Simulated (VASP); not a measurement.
Runs of VASP 6.6.1 on Os. Symmetry: Fm-3m, No. 225, cubic system. Conventional cell: a = 3.770 Å, b = 3.770 Å, c = 3.770 Å, α = 90.00°, β = 90.00°, γ = 90.00°. Around Os (site symmetry m-3m) lie 12 Os at 2.67 Å. This isn't the form of Os at room conditions, which is hcp.

| cell | k mesh | gap on the mesh (eV) | pressure (GPa) |
| --- | --- | --- | --- |
| Fm-3m, 13.4 Å³/atom | 16 × 16 × 16 | none | 19.9 |
| Fm-3m, 12.84 Å³/atom | 16 × 16 × 16 | none | 44.7 |
| Fm-3m, 14.51 Å³/atom | 16 × 16 × 16 | none | (a) |
| Fm-3m, 13.96 Å³/atom | 23 × 23 × 23 | none | 0.3 |

Alike in all rows: task single point; level PBEsol; potentials or basis VASP PAW PBE potentials, release 64 (Os); no spin polarisation; cutoff (eV) 520; smearing fermi-dirac 0.1 eV.

Task: Fill in the values left out.

Result: (a) -15.2.

Caveats: so large a pressure means that the cell lies far from this level's equilibrium, or that cutoff or potentials fall short (some runs); the potentials were made for another functional, which shifts forces and pressure (some runs); the PAW data sets were made with another functional, which shifts forces and pressure a little (some runs); a pressure of tens of GPa on the cell as given is suspect, and the run, the potentials or the cell itself is likely at fault (some runs).

A k mesh can miss the band edges, and the runs leave out spin-orbit coupling on Os.

A gap of «none» marks a metal or a gap under the smearing width.
